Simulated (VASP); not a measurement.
Here is a VASP 6.6.1 calculation.

File INCAR:

```
SYSTEM = InAs
PREC = Accurate ; ENCUT = 520
EDIFF = 1E-6 ; ISMEAR = 0
SIGMA = 0.01 ; LREAL = .FALSE.
LASPH = .TRUE. ; NELM = 150
ALGO = Normal ; ISIF = 2
LWAVE = .FALSE. ; LCHARG = .FALSE.
ISPIN = 2 ; MAGMOM = 0.5 0
LORBIT = 11 ; GGA = PE
NBANDS = 20
```

The input KPOINTS:

```
Automatic mesh
0
G
  8 8 8
  0 0 0
```

File POSCAR:

```
InAs
1.0
    0.0000000000      3.1619270715      3.1619270715
    3.1619270715      0.0000000000      3.1619270715
    3.1619270715      3.1619270715      0.0000000000
In As
1 1
Direct
    0.0000000000      0.0000000000      0.0000000000
    0.7500000000      0.7500000000      0.7500000000
```

Potentials or basis: VASP PAW PBE potentials, release 64 (In_d, As).

Run with:

```console
$ cat potpaw_PBE.64/In_d/POTCAR potpaw_PBE.64/As/POTCAR > POTCAR
$ mpirun -np 1 vasp_std > vasp.out
```

Predict the band gap on the k mesh.

zero (filled and empty bands touch).

Predict the pressure.

-2.7 GPa.

Estimate the net moment.

0.00 μB per cell.

Caveat: spin-orbit coupling is left out, which moves the levels of the heavy elements.

**What was measured.**

A printed reference work, data compilation reports, for a bulk crystal of InAs at 4.2 K: band gap 0.418 eV (direct).

Against the measured gap of InAs, 0.418 eV (direct; 4.2 K; a printed reference work, data compilation), the calculated 0.00 eV is off by -0.42 eV. Spin-orbit coupling on As, In is left out. The value is that of PBE on a finite k mesh, which can miss the band edges, without temperature or zero-point motion. Semilocal functionals fall short of measured gaps as a rule.
